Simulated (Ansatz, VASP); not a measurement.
## One calculation of Se, two programs

INCAR

```
  PREC = Accurate
  ENCUT = 600
  EDIFF = 1E-6
  ISMEAR = 0
  SIGMA = 0.1
  LREAL = F
  LASPH = T
  NELM = 60
  ALGO = Normal
  ISIF = 3
  LWAVE = F
  LCHARG = F
  GGA = PS
  IBRION = 2
  NSW = 90
  EDIFFG = -0.04
```

KPOINTS

```
regular mesh
0
Gamma
  6 6 4
```

POSCAR

```
Se
1.0
    4.3551696776      0.0000000000      0.0000000000
   -2.1775848388      3.7716875786      0.0000000000
    0.0000000000      0.0000000000      4.9494500000
Se
3
Direct
    0.2170000000      0.0000000000      0.1666666667
    0.0000000000      0.2170000000      0.8333333333
    0.7830000000      0.7830000000      0.5000000000
```

Input for Ansatz:

```yaml
crystal:
  lattice:
    - [4.3551696776, 0.0, 0.0]
    - [-2.1775848388, 3.7716875786, 0.0]
    - [0.0, 0.0, 4.94945]
  atoms:
    - { symbol: Se, position: [0.217, 0.0, 0.1666666667] }
    - { symbol: Se, position: [0.0, 0.217, 0.8333333333] }
    - { symbol: Se, position: [0.783, 0.783, 0.5] }
basis:
  ecutwfc: 420
kpoints:
  mp_grid: { grid: [6, 6, 4] }
hamiltonian:
  xc: pbesol
scf:
  occupations: { method: gaussian, width: 0.1 }
  lower_state_search: "off"
output:
  forces: true
  stress: true
  eigenvalues: true
relax:
  adjacent_minimum: "off"
  f_tol: 0.04
  max_steps: 70
  cell: { stress_tol: 0.4 }
```

Alike in both runs: task relaxation of cell and atoms; functional PBEsol; k mesh 6 × 6 × 4; occupations gaussian, width 0.1 eV; no spin polarisation.

|  | VASP | Ansatz |
| --- | --- | --- |
| version | VASP 6.6.1 | Ansatz 0.2.0 |
| potentials or method | VASP PAW PBE potentials, release 64 (Se) | scalar-relativistic, plane waves, PAW |
| plane-wave cutoff (eV) | 600 | 420 |
| valence electrons in the cell | 18 | 48 |

VASP gave:

| Property | Result |
| --- | --- |
| gap on the k mesh at the Fermi level, each at its own relaxed structure (eV) | 0.45 |
| relaxed volume (Å³/atom) | 24.20 |
| relaxed cell length with the largest relative difference (Å) | 4.046 |
| energy change over the relaxation (meV/atom) | -51 |

Q: Estimate Ansatz's values.

A: gap on the k mesh at the Fermi level, each at its own relaxed structure (eV): 0.49; relaxed volume (Å³/atom): 24.26; relaxed cell length with the largest relative difference (Å): 4.056; energy change over the relaxation (meV/atom): -48.

The two sets of potentials don't hold the same shells in valence.

Caveats: the PAW data sets were made with another functional, which shifts forces and pressure a little (VASP).
